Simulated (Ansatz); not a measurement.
Zr$_{2}$N (P4_2/mnm): electronic heat capacity and spin susceptibility from the density of states

Method: Ansatz, DFT r2SCAN, scalar-relativistic, plane waves, PAW.

Plane waves to 500 eV, a k mesh through Γ of 8×8×10 on the computed 6-atom cell and Gaussian smearing (0.10 eV); no spin polarisation.

Relaxed cell: P4_2/mnm, a = 5.417 Å, b = 5.417 Å, c = 3.300 Å, α = 90.00°, β = 90.00°, γ = 90.00°, 6 atoms in the primitive cell. Whether it is the stable form of this composition wasn't checked.

The density of states at the Fermi level is 3.042 states/eV in the cell of 6 atoms (2 formula units; both spins, tetrahedra on a 12×12×15 mesh).

**Question.** What Sommerfeld coefficient and Pauli susceptibility does this give?

**Answer.** Per formula unit N(E_F) = 1.521 states/eV. γ = (π²/3) k_B² N(E_F) N_A = 2.357 mJ/(mol K²) per state/eV, so γ = 3.6 mJ/(mol K²), a mole of formula units. χ_P = μ_B² N(E_F) N_A = 3.23×10⁻⁵ emu/mol per state/eV gives 4.9×10⁻⁵ emu/mol. This is the bare band result: a measured γ of the same phase is as a rule larger by a factor 1 + λ from phonons and spin fluctuations, the spin part of χ is larger by the Stoner factor, and a measured χ also holds orbital and core terms. N(E_F) at one energy is sensitive to the mesh where the density of states has sharp peaks.